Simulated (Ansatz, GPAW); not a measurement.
This is a calculation of CdS (Hawleyite) for GPAW 26.7.0 (ASE script). 

Contents of run.py:

```python
from ase.dft.bandgap import bandgap
from ase.io import read, write
from ase.units import GPa
from gpaw import GPAW, PW

atoms = read('CdS.xyz')

calc = GPAW(mode=PW(600),
            xc='PBE',
            kpts={'size': (8, 8, 8), 'gamma': True},
            occupations={'name': 'methfessel-paxton', 'order': 0, 'width': 0.028999999999999998},
            nbands=18,
            convergence={'density': 1e-05, 'energy': 1e-05},
            maxiter=150,
            txt='gpaw.txt')
atoms.calc = calc
energy = atoms.get_potential_energy()
forces = atoms.get_forces()
stress = atoms.get_stress()
calc.write('gs.gpw')
write('result.traj', atoms)
print(f'Energy: {energy:.6f} eV')
print('Forces (eV/A):')
print(forces.round(4))
print('Stress (GPa):', (stress / GPa).round(3))
print('Fermi level:', round(calc.get_fermi_level(), 4), 'eV')
print(f'Gap: {bandgap(calc)[0]:.4f} eV, direct: {bandgap(calc, direct=True)[0]:.4f} eV')
```

The input CdS.xyz:

```xyz
2
Lattice="0.0000000000 2.9165000000 2.9165000000 2.9165000000 0.0000000000 2.9165000000 2.9165000000 2.9165000000 0.0000000000" Properties=species:S:1:pos:R:3 pbc="T T T"
Cd     0.0000000000      0.0000000000      0.0000000000
S      4.3747500000      4.3747500000      4.3747500000
```

Potentials or basis: GPAW PAW data sets (gpaw-data 1.2.1), pw.

Run with:

```sh
$ OMP_NUM_THREADS=1 python run.py
```

Task: What does the same run look like in Ansatz 0.2.0? Potentials or basis there: all-electron LAPW, scalar-relativistic.

Result: As run (cutoffs and basis follow the program's own potentials, and thresholds, step limits or extra output files can differ):

File input.yaml:

```yaml
crystal:
  lattice:
    - [0.0, 2.9165, 2.9165]
    - [2.9165, 0.0, 2.9165]
    - [2.9165, 2.9165, 0.0]
  atoms:
    - { symbol: Cd, position: [0.0, 0.0, 0.0] }
    - { symbol: S, position: [0.75, 0.75, 0.75] }
kpoints:
  mp_grid: { grid: [8, 8, 8] }
scf:
  occupations: { method: gaussian, width: 0.029 }
hamiltonian:
  xc: pbe
  pseudopotentials: { kind: all_electron, lapw: { basis_error: 0.001 } }
output:
  forces: true
  stress: true
  eigenvalues: true
```

Potentials or basis: all-electron LAPW, scalar-relativistic.

Run with:

```console
$ ansatz run input.yaml --threads 1 --pin off --max-ram 3072MiB --backend cpu --events-out ev --progress --plain --runs-dir out
```

Both were run:

|  | GPAW | Ansatz |
| --- | --- | --- |
| Pressure | 2.6 GPa | 2.9 GPa |

Where Ansatz's input types no cutoff or centring, it takes its own default and a Γ-centred mesh.

Pressure is positive in compression.
